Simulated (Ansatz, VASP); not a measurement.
**One calculation of C, two programs**

INCAR

```
SYSTEM = C
  PREC = Accurate
  ENCUT = 520
  EDIFF = 1E-8
  ISMEAR = -1
  SIGMA = 0.08
  LREAL = .FALSE.
  LASPH = .TRUE.
  NELM = 60
  ALGO = Normal
  ISIF = 2
  LWAVE = .FALSE.
  LCHARG = .FALSE.
  GGA = PE
  LEFG = .TRUE.
  NBANDS = 11
```

The input KPOINTS:

```
regular mesh
0
G
  20 20 20
  0 0 0
```

POSCAR

```
C
1.0
    0.0000000000      1.8012340000      1.7834000000
    1.8012340000      0.0000000000      1.7834000000
    1.8012340000      1.8012340000      0.0000000000
C
2
Direct
    0.5000000000      0.5000000000      0.5000000000
    0.7500000000      0.7500000000      0.7500000000
```

Input for Ansatz:

```yaml
crystal:
  lattice:
    - [0.0, 1.801234, 1.7834]
    - [1.801234, 0.0, 1.7834]
    - [1.801234, 1.801234, 0.0]
  atoms:
    - { symbol: C, position: [0.5, 0.5, 0.5] }
    - { symbol: C, position: [0.75, 0.75, 0.75] }
kpoints:
  mp_grid: { grid: [20, 20, 20] }
scf:
  occupations: { method: fermi_dirac, width: 0.08 }
hamiltonian:
  xc: pbe
  pseudopotentials: { kind: paw }
output:
  forces: true
  stress: true
  eigenvalues: true
  efg: { contact_densities: true }
  write_density: true
  write_potential: true
  elf: true
  volumetric_format: npy
```

Change from the starting cell: equal xx and yy strain of +1 %, PAW files.

Alike in both runs: task electric field gradients; functional PBE; k mesh 20 × 20 × 20; occupations fermi-dirac, width 0.08 eV; no spin polarisation.

|  | VASP | Ansatz |
| --- | --- | --- |
| version | VASP 6.6.1 | Ansatz 0.2.0 |
| potentials or method | VASP PAW PBE potentials, release 64 (C) | PAW with Ansatz's default frozen-core files, scalar-relativistic |
| plane-wave cutoff (eV) | 520 | 420 |
| valence electrons in the cell | 8 | 8 |

VASP gave:

- gap on the k mesh at the Fermi level (eV): 3.84
- pressure (GPa): -6.1
- largest component of the traceless stress (GPa): 5.98
- Vzz of the field gradient on the site that differs most (V/Å²): -0.4

**Question.** Estimate Ansatz's values.

**Answer.** gap on the k mesh at the Fermi level (eV): 3.84; pressure (GPa): -6.7; largest component of the traceless stress (GPa): 5.98; Vzz of the field gradient on the site that differs most (V/Å²): -0.5.

The functional is the same, so the differences come from potentials, cutoffs and numerics.
